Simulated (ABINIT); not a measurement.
Runs of ABINIT 10.8.3 (patched build) on Se. Symmetry: P3_121, No. 152, trigonal system. Conventional cell: a = 4.366 Å, b = 4.366 Å, c = 4.954 Å, α = 90.00°, β = 90.00°, γ = 120.00°. Se (site symmetry 2) is surrounded by 2 Se at 2.37 Å. 

```tsv
task	level	potentials or basis	k mesh	cutoff (eV)	fine-grid cutoff	mesh quality	gap on the mesh (eV)	pressure (GPa)	largest force (eV/Å)
single point	r2SCAN	JTH PAW PBE v2.0	3 × 3 × 2	490	979.61 eV	coarse	1.50	1.8	0.25
band structure	SOGGA	JTH PAW PBE v2.0	7 × 7 × 6	408	816.342 eV	not flagged	1.12	-0.6	0.25
single point	PBEsol	JTH PAW PBE v2.0	4 × 4 × 4	408	816.342 eV	not flagged	1.12	0.2	0.32
band structure	LDA	JTH PAW LDA v2.0	7 × 7 × 6	408	816.342 eV	not flagged	1.09	-1.2	(a)
single point	PBE	JTH PAW PBE v2.0	9 × 9 × 8	408	816.342 eV	not flagged	(b)	2.7	0.42
band structure	LDA-PZ	JTH PAW LDA v2.0	7 × 7 × 6	408	816.342 eV	not flagged	1.09	-1.2	0.25
single point	PBE	JTH PAW PBE v2.0	4 × 4 × 4	408	816.342 eV	not flagged	1.20	2.7	0.42
```

Alike in all rows: no spin polarisation; cell as given; smearing fermi-dirac 0.05 eV.

Q: Estimate the missing entries.

A: (a) 0.24; (b) 1.03.

Caveats: some runs use coarse meshes; the PAW data sets were made with another functional, which shifts forces and pressure a little (some runs); the mesh misses the band edges, which the band path finds closer together (some runs); an odd mesh through Γ misses points on the zone boundary, where band edges often lie (some runs).

A k mesh can miss the band edges, and the runs leave out spin-orbit coupling on Se.
